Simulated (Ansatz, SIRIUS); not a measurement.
# Hf: energy against volume and a worked fit

The structure is cubic, space group Fm-3m (No. 225). Conventional cell: a = 4.440 Å, b = 4.440 Å, c = 4.440 Å, α = 90.00°, β = 90.00°, γ = 90.00°. Around Hf (site symmetry m-3m) lie 12 Hf at 3.14 Å.

This isn't the form of Hf at room conditions, which is hcp.

The cell was scaled at fixed shape and fractions and run with Ansatz, Ansatz PAW, cutoff 420 eV; PBEsol, k mesh 10 × 10 × 10 on the cell of 1 atom, fermi-dirac occupations of 0.05 eV, no spin polarisation, no spin-orbit coupling. The potentials were made for PBE. Energies are those that the program minimises, any entropy of the smearing included. For a metal such a mesh isn't converged to the digits shown.

```csv
V (Å³/atom),energy over the lowest row (meV/atom)
20.5692,16.34
21.0068,4.68
21.4445,0.00
21.8821,?
22.3197,9.01
22.7574,21.56
23.1950,38.75
```

Problem. Fit the third-order Birch-Murnaghan form, give V0, B0 and B′, and predict the energy left open.

Solution. With y = (V0/V)^(2/3), E = E0 + (9 V0 B0/16) [(y - 1)³ B′ + (y - 1)² (6 - 4y)]. Least squares through the rows shown give V0 = 21.5428 Å³/atom, E0 = -0.15 meV, B0 = 111.3 GPa (1 eV/Å³ = 160.218 GPa) and B′ = 3.98, with a largest miss of 0.02 meV. At V = 21.8821 the form with these constants gives 1.66 meV; the run gave 1.64 meV an atom. Other set-ups at this level, from all their volumes (Å³/atom, GPa): Ansatz, all-electron LAPW, scalar-relativistic: V0 21.549, B0 111.2; SIRIUS, PseudoDojo 0.4.1 PBEsol standard (scalar relativistic): V0 21.624, B0 111.4.
